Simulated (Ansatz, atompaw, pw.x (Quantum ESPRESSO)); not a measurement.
**From atom to crystal: PAW (atompaw) potential for B (Z = 5)**

atompaw 4.2.0.5 input, output lines left out:

```
B 5
GGA-PBE scalarrelativistic loggrid 1500 logderivrange -3 5 201
2 2 0 0 0 0
2 1 1
0 0 0
c
v
v
2
3.00 2.35 2.90 2.45
y
0.1
n
y
4.8
n
y
-0.1
n
custom rrkj vanderbiltortho sinc
bessel
1.45
3.00
3.00
3.00
3.00
```

Atomic tests: cutoffs needed: 8 Ry and 15 Ry (the cutoffs (Ry, on a coarse ladder) from which the occupation-weighted sum of valence levels, in a spherical-Bessel basis at the reference potential, stays within 10 and 1 mRy of its value at 400 Ry); ghost test: no extra level below or beside the all-electron valence levels (s, p, d, f tested) (spherical-Bessel basis up to 400 Ry, 20 bohr box); lowest eigenvalue of the overlap operator: 0.22 (s channel).

Crystal test: fcc B in pw.x 7.5, no spin, 18³ k-points, Fermi–Dirac smearing 0.01 Ry, cutoffs 40/400 Ry. The reference is all-electron LAPW (Ansatz 0.2.0) with the same functional, mesh and smearing; V0 and B0 come from Birch–Murnaghan fits to the pressures at five volumes. Errors are pseudo minus all-electron; Δ is the rms difference of the E(V) curves that follow from these fits, minima aligned, over ±6 % about the mean V0. Mesh and smearing are coarse, so the numbers serve the comparison and aren't converged zero-temperature values; the lattice is a test structure that the element need not adopt.

All-electron: a0 = 2.867 Å (V0 = 5.89 Å³/atom), B0 = 270.8 GPa.

Question: How far does the potential miss the all-electron equation of state?

Answer: converged, but broken (pressure over 100 GPa off). The pressure does not cross zero within the volumes sampled, so no fit is given. The largest radius (3.00 bohr) exceeds half the bond length (1.92 bohr), so the spheres overlap, which is one possible source of error among others. A pressure error of this size marks a broken potential; the numbers have no physical meaning.

```csv
V (Å³/atom),P all-electron (GPa),P pseudo (GPa)
5.603,14.83,204.14
5.751,6.76,184.40
5.898,-0.40,166.98
6.045,-6.74,151.53
6.193,-12.37,137.77
```

Question: At the middle volume, how do free energy and pressure move when the wave cutoff is lowered (ecutrho held at 400 Ry)?

Answer:

| cutoff (Ry) | shift of F (meV/atom) | shift of P (GPa) |
| --- | --- | --- |
| 18 | +9.2 | -0.61 |
| 24 | +2.0 | -0.02 |
| 32 | +0.9 | -0.09 |

The 8 pw.x runs together took about 27 s on one core of a shared server CPU.
